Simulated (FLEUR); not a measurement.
# Pb (Fm-3m) in FLEUR: notebook, part 2 of 2

FLEUR MaX-R8.1 (later development tree).

## 3. Single point, PBE (cell strained at random at fixed volume)

inp.xml

```xml
<?xml version="1.0" encoding="UTF-8" standalone="no"?>
<fleurInput fleurInputVersion="0.39">
   <comment>
      Pb                                                                                                  
   </comment>
   <calculationSetup>
      <cutoffs Kmax="4.1" Gmax="12.7" GmaxXC="12.7" numbands="0"/>
      <scfLoop itmax="60" minDistance="0.00001" maxIterBroyd="15" imix="Anderson" alpha="0.05" precondParam="0.0" spinf="2.0" sdNocoIR="T"/>
      <coreElectrons ctail="T" frcor="F" kcrel="0" coretail_lmax="0"/>
      <xcFunctional name="pbe" relativisticCorrections="F"/>
      <magnetism jspins="1"/>
      <soc l_soc="F" theta="0.0" phi="0.0" spav="F"/>
      <expertModes spex="0" secvar="F"/>
      <geometryOptimization l_f="T" forcealpha="1.0" forcemix="BFGS" epsdisp="0.0005" epsforce="0.0002"/>
      <ldaU l_linMix="F" mixParam="0.05" spinf="1.0"/>
   </calculationSetup>
   <cell>
      <bzIntegration valenceElectrons="20.0" mode="hist" fermiSmearingEnergy="0.00183747">
         <kPointListSelection listName="default-1"/>
         <!-- k-points included here -->
         <xi:include xmlns:xi="http://www.w3.org/2001/XInclude" href="kpts.xml"> </xi:include>
      </bzIntegration>
      <!-- symmetry operations included here -->
      <xi:include xmlns:xi="http://www.w3.org/2001/XInclude" href="sym.xml"> </xi:include>
      <bulkLattice scale="1.0">
         <bravaisMatrix>
            <row-1>   -0.0131581630055898     4.6670263743066265     4.6268602455282535</row-1>
            <row-2>    4.6252690961313396    -0.0509904800200818     4.6646925625427453</row-2>
            <row-3>    4.6370553179704705     4.7166449131602484    -0.0627767018592120</row-3>
         </bravaisMatrix>
      </bulkLattice>
   </cell>
   <atomSpecies>
      <species name="Lead (Pb)" element="Pb" atomicNumber="82">
         <mtSphere radius="2.66" gridPoints="879" logIncrement="0.015"/>
         <atomicCutoffs lmax="11" lnonsphr="8"/>
         <electronConfig flipSpins="F">
            <coreConfig>(1s1/2) (2s1/2) (2p1/2) (2p3/2) (3s1/2) (3p1/2) (3p3/2) (4s1/2) (3d3/2) (3d5/2) (4p1/2) (4p3/2) (4d3/2) (4d5/2) (4f5/2) (4f7/2) (5s1/2)</coreConfig>
            <valenceConfig>(5p1/2) (5p3/2) (6s1/2) (5d3/2) (5d5/2) (6p1/2) (6p3/2)</valenceConfig>
            <stateOccupation state="(6p1/2)" spinUp="0.333333" spinDown="0.333333"/>
            <stateOccupation state="(6p3/2)" spinUp="0.666667" spinDown="0.666667"/>
         </electronConfig>
         <energyParameters s="6" p="6" d="5" f="5"/>
         <lo type="SCLO" l="1" n="5" eDeriv="0"/>
         <lo type="SCLO" l="1" n="5" eDeriv="1"/>
         <lo type="SCLO" l="0" n="6" eDeriv="2"/>
         <lo type="SCLO" l="2" n="5" eDeriv="2"/>
         <lo type="SCLO" l="3" n="5" eDeriv="2"/>
      </species>
   </atomSpecies>
   <atomGroups>
      <atomGroup species="Lead (Pb)">
         <relPos label="                   1">.0000000000 .0000000000 .0000000000</relPos>
         <force calculate="T" relaxXYZ="TTT"/>
      </atomGroup>
   </atomGroups>
   <output dos="F" band="F" slice="F">
      <checks vchk="F" cdinf="F"/>
      <bandDOS minEnergy="-.5*Htr" maxEnergy="0.5*Htr" sigma="0.015" storeEVData="T"/>
      <vacuumDOS vacdos="F" integ="F" star="F" nstars="0" locx1="0.0" locy1="0.0" locx2="0.0" locy2="0.0" nstm="0" tworkf="0.0"/>
      <unfoldingBand unfoldBand="F" supercellX="1" supercellY="1" supercellZ="1"/>
      <plotting iplot="0" polar="F">
         <plot TwoD="T" vec1="  1.0  0.0  0.0" vec2="  0.0  1.0  0.0" vec3="  0.0  0.0  1.0" zero="  0.0  0.0  0.0" file="plot"/>
      </plotting>
      <chargeDensitySlicing numkpt="0" minEigenval="0.0" maxEigenval="0.0" nnne="0" pallst="F"/>
      <specialOutput eonly="F"/>
      <moessbauerParams electricFieldGradient="T" isomerShift="T" coreHyperfine="T" valenceHyperfine="T"/>
      <magneticCircularDichroism mcd="F" energyLo="-10.0" energyUp="0.0"/>
   </output>
  <!-- We include the file relax.xml here to enable relaxations (see documentation) -->
  <xi:include xmlns:xi="http://www.w3.org/2001/XInclude" href="relax.xml"> <xi:fallback/> </xi:include>
</fleurInput>
```

crystal.txt

```
Pb
&input cartesian=F /
-0.0069630000  2.4696840000  2.4484290000
2.4475870000  -0.0269830000  2.4684490000
2.4538240000  2.4959410000  -0.0332200000
1.8897261246
1.0 1.0 1.0

1
82 -0.0123650000  0.0070870000  0.0165600000

&kpt div1=9 div2=9 div3=9 gamma=T /
```

Potentials or basis: all-electron, FLAPW.

Started as:

```bash
> inpgen -f crystal.txt -profile fastHighL
> # inp.xml edited to the form shown
> fleur_MPI
```

Output:

```text
Welcome to FLEUR        (www.flapw.de)
      MaX-Release 8.1          (www.max-centre.eu)

 ========== k-point set info ==========
 Selected k-point list: default-1
 k-point list type: mesh
 9 x 9 x 9
 Number of k points: 365

 ------------Calculation Setup---------------------------
 Number of MPI-tasks      :            1
 Number of PE/node        :            1
 Number of OMP-threads    :            1
 Most efficient MPI parallelization for:
           1           5          73         365
 Additional eigenvalue parallelization possible
 Number of basis functions:          294
 Approximate size of matrices (H+S) per k-point:         0.001 GB
 --------------------------------------------------------
 Iteration:     1   Distance:      10.83712932 me/bohr^3
 Iteration:     2   Distance:      10.19956941 me/bohr^3
 Iteration:     3   Distance:       3.18326142 me/bohr^3
 Iteration:     4   Distance:       0.22551164 me/bohr^3
 Iteration:     5   Distance:       0.22480079 me/bohr^3
 Iteration:     6   Distance:       0.04596787 me/bohr^3
 Iteration:     7   Distance:       0.00257686 me/bohr^3
 Iteration:     8   Distance:       0.00245562 me/bohr^3
 Iteration:     9   Distance:       0.00028152 me/bohr^3
 Iteration:    10   Distance:       0.00007734 me/bohr^3
 Iteration:    11   Distance:       0.00002918 me/bohr^3
 Iteration:    12   Distance:       0.00000273 me/bohr^3

 ********************************************************************
 Run finished successfully
 Stop message:
   Structural relaxation: Done
 ********************************************************************
```

out.xml (last iteration):

```text
<iteration numberForCurrentRun="   13" overallNumber="   13">
         <energyParameters units="Htr">
            <atomicEP atomType="1" spin="1" branch="6s" branchLowest="-4.84" branchHighest="0.60" value="-0.0288894359"/>
            <atomicEP atomType="1" spin="1" branch="6p" branchLowest="-2.69" branchHighest="1.44" value="0.2510215786"/>
            <atomicEP atomType="1" spin="1" branch="5d" branchLowest="-14.29" branchHighest="-0.26" value="-0.2930254340"/>
            <atomicEP atomType="1" spin="1" branch="5f" branchLowest="-4.43" branchHighest="1.90" value="0.5894666770"/>
            <loAtomicEP atomType="1" spin="1" branch="5p" branchLowest="-23.22" branchHighest="-2.69" value="-2.7617345014"/>
            <loAtomicEP atomType="1" spin="1" branch="5p" branchLowest="-23.22" branchHighest="-2.69" value="-2.7617345014"/>
            <loAtomicEP atomType="1" spin="1" branch="6s" branchLowest="-4.84" branchHighest="0.60" value="-0.0288894359"/>
            <loAtomicEP atomType="1" spin="1" branch="5d" branchLowest="-14.29" branchHighest="-0.26" value="-0.3245398035"/>
            <loAtomicEP atomType="1" spin="1" branch="5f" branchLowest="-4.43" branchHighest="1.90" value="0.5894538712"/>
         </energyParameters>
         <eigenvalues>
            <eigenvaluesAt spin="1" ikpt="1" k_x="0.00000000" k_y="0.00000000" k_z="0.00000000">
                      -2.6967904590       -2.6967432308       -2.6966576551       -0.3328766467       -0.3320107994
                      -0.3318138560       -0.3273018029       -0.3267540753       -0.1366429917        0.5596284436
                       0.5670055744        0.5776081854        0.6547968406        0.7097917286        0.7456458272
                       0.7577309719
            </eigenvaluesAt>
            <eigenvaluesAt spin="1" ikpt="2" k_x="0.00000000" k_y="0.00000000" k_z="0.11111111">
                      -2.6968014570       -2.6967466113       -2.6966602764       -0.3326863175       -0.3316575620
                      -0.3313149616       -0.3272142535       -0.3267384337       -0.1280771465        0.4733721591
                       0.5571927985        0.5662957178        0.6432612648        0.7477657656        0.7747678466
                       0.7823999114
            </eigenvaluesAt>
            <eigenvaluesAt spin="1" ikpt="3" k_x="0.00000000" k_y="0.00000000" k_z="0.22222222">
[... 50 lines left out ...]
               <shell n="3" l="0" isomerShift="87671.87427"/>
               <shell n="3" l="1" isomerShift="7816.61055"/>
               <shell n="4" l="0" isomerShift="22673.62963"/>
               <shell n="3" l="2" isomerShift="0.00328"/>
               <shell n="4" l="1" isomerShift="1997.28339"/>
               <shell n="4" l="2" isomerShift="0.00091"/>
               <shell n="4" l="3" isomerShift="0.00000"/>
               <shell n="5" l="0" isomerShift="4847.28009"/>
            </coreIsomerShift>
            <isomerShift atomType="1" nucleusRadius="0.0001398" averageDensity="2991315.78817"/>
            <electricFieldGradient atomType="1" VXX="0.00189" VYY="0.23440" VZZ="-0.23630" asymParam="0.98397">
            </electricFieldGradient>
         </moessbauerParams>
         <totalEnergy                                    value="   -20928.2763106161" units="Htr">
            <sumOfEigenvalues                            value="   -12940.2008094849">
               <coreElectrons value="-12921.1631884356"/>
               <valenceElectrons value="-19.0376210493"/>
            </sumOfEigenvalues>
            <densityCoulombPotentialIntegral value="-36795.7032120773"/>
            <densityEffectivePotentialIntegral value="-37306.5667236877"/>
            <chargeDenXCDenIntegral value="-390.3129387353"/>
            <FockExchangeEnergyValence value="0.0000000000"/>
            <FockExchangeEnergyCore value="0.0000000000"/>
            <atomTypeDependentContributions atomType="1">
               <electronNucleiInteractionDifferentMTs value="26465.7718357638"/>
               <MadelungTerm value="-40.7058442813"/>
            </atomTypeDependentContributions>
            <tkbTimesEntropy value="0.0001182563"/>
            <freeEnergy value="-20928.2764288724"/>
            <extrapolationTo0K value="-20928.2763697443"/>
         </totalEnergy>
         <totalForcesOnRepresentativeAtoms units="Htr/bohr">
            <forceTotal atomType="1" x="0.000000" y="0.000000" z="0.000000" F_x="0.00000000" F_y="0.00000000" F_z="0.00000000"/>
         </totalForcesOnRepresentativeAtoms>
      </iteration>
```

Wall time 4.2 min (1 thread of Arm Neoverse V2, shared host); peak memory 0.11 GiB.

Results:

```
Free energy                                           : -569487.4134 eV
Band gap on the k mesh                                : none (metal or under the smearing width)
Valence electrons inside the program's atomic spheres : Pb 18.02 (radii Pb 2.66 bohr)
```

Core levels (eV from the Fermi level):
| atom | levels |
| --- | --- |
| 1 Pb | 1s1/2 -87978.8, 2s1/2 -15718.9, 2p1/2 -15093.0, 2p3/2 -12903.0, 3s1/2 -3769.9, 3p1/2 -3487.9, 3p3/2 -2999.3, 4s1/2 -850.5, 3d3/2 -2536.8, 3d5/2 -2432.9, 4p1/2 -728.5, 4p3/2 -608.9, 4d3/2 -410.5, 4d5/2 -388.2, 4f5/2 -131.4, 4f7/2 -126.3, 5s1/2 -139.6 |
